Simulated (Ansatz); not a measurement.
Method: DFT PBE, scalar-relativistic, plane waves, PAW (Ansatz 0.2.0). All cells share a 420 eV cutoff and Γ-centred k meshes spaced at most about 0.3 Å⁻¹ (about 0.25 or finer for metals, 2π included). No spin polarisation.

Temperature and zero-point effects are left out.

Two forms of Zn3H were relaxed alike.

1.

```cif
data_structure
_symmetry_space_group_name_H-M 'Pm-3n'
_symmetry_Int_Tables_number 223
_cell_length_a 4.7496
_cell_length_b 4.7496
_cell_length_c 4.7496
_cell_angle_alpha 90.000
_cell_angle_beta 90.000
_cell_angle_gamma 90.000
_cell_volume 107.14
loop_
_atom_site_label
_atom_site_type_symbol
_atom_site_symmetry_multiplicity
_atom_site_Wyckoff_symbol
_atom_site_fract_x
_atom_site_fract_y
_atom_site_fract_z
_atom_site_occupancy
Zn1 Zn 6 c 0.00000 0.50000 0.25000 1
H1 H 2 a 0.00000 0.00000 0.00000 1
```

2.

```cif
data_structure
_symmetry_space_group_name_H-M 'Fm-3m'
_symmetry_Int_Tables_number 225
_cell_length_a 5.9932
_cell_length_b 5.9932
_cell_length_c 5.9932
_cell_angle_alpha 90.000
_cell_angle_beta 90.000
_cell_angle_gamma 90.000
_cell_volume 215.26
loop_
_atom_site_label
_atom_site_type_symbol
_atom_site_symmetry_multiplicity
_atom_site_Wyckoff_symbol
_atom_site_fract_x
_atom_site_fract_y
_atom_site_fract_z
_atom_site_occupancy
Zn1 Zn 4 b 0.50000 0.00000 0.00000 1
Zn2 Zn 8 c 0.25000 0.75000 0.75000 1
H1 H 4 a 0.00000 0.00000 0.00000 1
```

Task: Which form is favoured at zero pressure, and by what margin per atom?

Result: Cell 1 is lower, by 30 meV/atom. Cell 1 has the A15 type, space group Pm-3n (No. 223), 13.4 Å³/atom and no gap on its mesh; cell 2 has the BiF3 (D0_3) type, space group Fm-3m (No. 225), 13.5 Å³/atom and no gap. Counting Zn atoms around H (those within 1.25 times the shortest such distance or 1.15 times the sum of covalent radii; a plus sign parts nearer from farther groups; the shortest distance is added where it is long for a bond), cell 1 has H 12 from 2.7 Å and cell 2 has H 8+6 from 2.6 Å. Even the lower one lies +0.44 eV/atom against the reference forms of the elements (uncorrected), so neither is stable at this level. In cell 1, Zn has 2 Zn at 2.37 Å, 4 H at 2.66 Å and 8 Zn at 2.91 Å; around H lie 12 Zn at 2.66 Å (long contacts). In cell 2, Zn on a site of symmetry m-3m is surrounded by 8 Zn at 2.60 Å and 6 H at 3.00 Å; Zn on a site of symmetry -43m has 4 H at 2.60 Å, 4 Zn at 2.60 Å and 6 Zn at 3.00 Å; H is surrounded by 8 Zn at 2.60 Å and 6 Zn at 3.00 Å (long contacts). Both come from invented guesses.

With hydrogen, zero-point motion can shift such differences by 10 meV/atom or more. Cells relaxed within their symmetry can be saddle points.
